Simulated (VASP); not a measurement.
# GaSb: relaxation of cell and atoms with BLYP

GaSb:

```xyz
2
Lattice="0.0000 3.0590 3.0590 3.0590 0.0000 3.0590 3.0590 3.0590 0.0000" Properties=species:S:1:pos:R:3 pbc="T T T"
Sb    4.5885    4.5885    4.5885
Ga    0.0000    0.0000    0.0000
```

| Property | Result |
| --- | --- |
| Program | VASP 6.6.1 |
| Task | relaxation of cell and atoms |
| Functional | BLYP |
| Potentials or basis | VASP PAW PBE potentials, release 64 (Sb, Ga_d) |
| Cutoff | 600 eV |
| k mesh | 8 × 8 × 8 |
| Occupations | fermi-dirac, width 0.05 eV |
| Spin | no spin polarisation |
| Further INCAR settings | ALGO = Normal; EDIFF = 1e-06; IBRION = 2; EDIFFG = -0.02; NSW = 60; ISIF = 3 |

| Item | Value |
| --- | --- |
| Relaxed volume | 32.18 Å³/atom |
| Relaxed cell | a = 4.498 Å, b = 4.498 Å, c = 4.498 Å, α = 60.00°, β = 60.00°, γ = 60.00° |
| Space group after relaxing (to 0.05 Å) | F-43m (No. 216) |
| Energy gained by relaxing | 54.5 meV/atom |
| Ionic steps | 3 |
| Pressure after relaxing | -0.1 GPa |
| Band gap on the k mesh | none (metal or under the smearing width) |

The path:
```tsv
step	energy change (eV)	largest force (eV/Å)	pressure (GPa)	volume (Å³)
1	0.0000	0.0000	5.51	57.25
2	-0.1055	0.0000	-0.68	65.79
3	-0.1090	0.0000	-0.05	64.36
```

Final structure:
```cif
data_structure
_symmetry_space_group_name_H-M 'P 1'
_symmetry_Int_Tables_number 1
_cell_length_a 4.4983
_cell_length_b 4.4983
_cell_length_c 4.4983
_cell_angle_alpha 60.000
_cell_angle_beta 60.000
_cell_angle_gamma 60.000
_cell_volume 64.36
loop_
_atom_site_label
_atom_site_type_symbol
_atom_site_fract_x
_atom_site_fract_y
_atom_site_fract_z
_atom_site_occupancy
Sb1 Sb 0.75000 0.75000 0.75000 1
Ga1 Ga 0.00000 0.00000 0.00000 1
```

Levels at points of the mesh, in eV from the Fermi level:
```tsv
k point	band 6	band 7	band 8	band 9	band 10	band 11	band 12	band 13
(0.00, 0.00, 0.00)	-10.77	-0.94	-0.03	-0.03	-0.03	2.79	2.79	2.79
(0.50, 0.00, 0.00)	-9.44	-5.88	-1.00	-1.00	0.14	3.76	3.76	6.66
(0.50, 0.50, 0.00)	-8.78	-6.39	-2.19	-2.19	1.03	1.55	7.83	7.83
```

Wall time 77 s on 1 thread of Intel(R) Xeon(R) 6975P-C (Granite Rapids), with other jobs on the host, peak memory 0.23 GiB.

Caveat: the PAW data sets were made with another functional, which shifts forces and pressure a little; the volume moved by +12 % from the deposited cell, more than functionals usually miss; this crystal is a semiconductor, whose small gap the functional closes, so the metal is an error of the method. Spin-orbit coupling is left out, which matters for the levels of Sb.
